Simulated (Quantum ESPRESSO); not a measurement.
A calculation with Quantum ESPRESSO 7.5 of Ge (native input, structure typed inline):

The input pw.in:

```
&CONTROL
  calculation = 'scf'
  prefix = 'pwscf'
  outdir = './tmp'
  pseudo_dir = './pseudo'
  tprnfor = .true.
  tstress = .true.
  disk_io = 'low'
/
&SYSTEM
  ibrav = 0
  celldm(1) = 8
  nat = 2
  ntyp = 1
  ecutwfc = 55
  ecutrho = 440
  nbnd = 21
  occupations = 'smearing'
  smearing = 'fd'
  degauss = 0.00367493
/
&ELECTRONS
  conv_thr = 4d-10
  electron_maxstep = 120
  mixing_beta = 0.5
/
ATOMIC_SPECIES
Ge    72.6300 ge_pbe_v1.4.uspp.F.UPF
CELL_PARAMETERS alat
  0.9662193296788   0.0000000000000   0.0000000000000
 -0.4831084837606   0.8367707279843   0.0000000000000
  0.0000000000000   0.0000000000000   0.7857906414572
ATOMIC_POSITIONS crystal
Ge     0.6666700000    0.3333300000    0.1408600000
Ge     0.3333300000    0.6666700000    0.8591400000
K_POINTS automatic
8 8 8 0 0 0
```

Contents of pp_density.in:

```
&INPUTPP
  prefix = 'pwscf'
  outdir = './tmp'
  filplot = 'density.dat'
  plot_num = 0
/
&PLOT
  nfile = 1
  filepp(1) = 'density.dat'
  iflag = 3
  output_format = 6
  fileout = 'density.cube'
/
```

The input pp_potential.in:

```
&INPUTPP
  prefix = 'pwscf'
  outdir = './tmp'
  filplot = 'potential.dat'
  plot_num = 11
/
&PLOT
  nfile = 1
  filepp(1) = 'potential.dat'
  iflag = 3
  output_format = 6
  fileout = 'potential.cube'
/
```

Potentials or basis: SSSP 1.3 efficiency PBE.

Run with:

```bash
$ OMP_NUM_THREADS=1 pw.x -in pw.in > pw.out
$ OMP_NUM_THREADS=1 pp.x -in pp_density.in > pp_density.out
$ OMP_NUM_THREADS=1 pp.x -in pp_potential.in > pp_potential.out
```

The cell was built by a generator and needn't be a form met in nature.

Task: Write the same calculation in another form: ASE script, Cartesian positions.

Result: As run:

run.py

```python
import numpy as np
from ase.calculators.espresso import Espresso, EspressoProfile
from ase.io import read

atoms = read('Ge.xyz')

input_data = {
    'control': {'calculation': 'scf', 'prefix': 'pwscf', 'outdir': './tmp', 'tprnfor': True, 'tstress': True, 'disk_io': 'nowf'},
    'system': {'ecutwfc': 55.0, 'ecutrho': 440.0, 'nbnd': 21, 'occupations': 'smearing', 'smearing': 'fd', 'degauss': 0.00367493},
    'electrons': {'conv_thr': 4e-10, 'electron_maxstep': 120, 'mixing_beta': 0.5},
}
pseudopotentials = {'Ge': 'ge_pbe_v1.4.uspp.F.UPF'}
profile = EspressoProfile(command='pw.x', pseudo_dir='pseudo')
dft = Espresso(profile=profile, input_data=input_data, pseudopotentials=pseudopotentials, kpts=(8, 8, 8), koffset=(0, 0, 0))
atoms.calc = dft

print(f'energy {atoms.get_potential_energy():.8f} eV')
print('forces (eV/A)')
print(np.round(atoms.get_forces(), 6))
print('stress (eV/A^3, Voigt)')
print(np.round(atoms.get_stress(), 8))
print(f'Fermi level {dft.get_fermi_level():.4f} eV')
```

Ge.xyz

```xyz
2
Lattice="4.0904100000 0.0000000000 0.0000000000 -2.0452000000 3.5424000000 0.0000000000 0.0000000000 0.0000000000 3.3265800000" Properties=species:S:1:pos:R:3 pbc="T T T"
Ge     2.0452271187      1.1807881920      0.4685820588
Ge    -0.0000171187      2.3616118080      2.8579979412
```

Potentials or basis: SSSP 1.3 efficiency PBE.

Launch:

```bash
$ OMP_NUM_THREADS=1 python run.py
```

Both were run:

|  | native input, structure typed inline | ASE script, Cartesian positions |
| --- | --- | --- |
| Pressure | -1.6 GPa | -1.6 GPa |
| Band gap on the k mesh | none (metal or under the smearing width) | none (metal or under the smearing width) |

Keys that steer only the numerical path or the files written may differ.
